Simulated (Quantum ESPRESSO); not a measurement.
Te2Mo:

```xyz
3
Lattice="2.0717 1.1961 6.2634 -2.0717 1.1961 6.2634 0.0000 -2.3922 6.2634" Properties=species:S:1:pos:R:3 pbc="T T T"
Mo    0.0000    0.0000    0.0000
Te    0.0000    0.0000    4.7352
Te    0.0000    0.0000   14.0552
```

The cell was built by a generator and needn't be a form met in nature.

Base run:

| Property | Result |
| --- | --- |
| Program | Quantum ESPRESSO 7.5 |
| Functional | RPBE |
| Potentials or basis | PseudoDojo 0.4.1 SR PBE standard |
| Cutoff | 1088 eV |
| Density cutoff | 4354 eV |
| k mesh | 5 × 5 × 5 |
| Occupations | gaussian, width 0.05 eV |
| Spin | collinear spin, ferromagnetic start |
| Starting moments | [2.0, 0.0, 0.0] μB |
| Hubbard terms | Mo d U = 6 eV |

Its results: band gap on the k mesh none (metal or under the smearing width); pressure 2.7 GPa; net moment 2.37 μB per cell; site moments Mo +2.59; Te -0.29 μB; largest force 0.176 eV/Å.

Task: After a change of settings the same cell gave: band gap on the k mesh none (metal or under the smearing width); pressure 0.8 GPa; net moment 2.40 μB per cell; site moments Mo +2.56; Te -0.27 μB; largest force 0.100 eV/Å. Which change was it?
A. functional from RPBE to PW91
B. functional from RPBE to LDA
C. functional from RPBE to PBEsol
D. functional from RPBE to revPBE

Result: A.

PW91 binds more tightly than RPBE, so the same cell stands under less pressure.

Caveats: the potentials were made for another functional, which shifts forces and pressure; the U is typed as a test and isn't derived for this compound.

Runs at the PBE level aren't shown here.
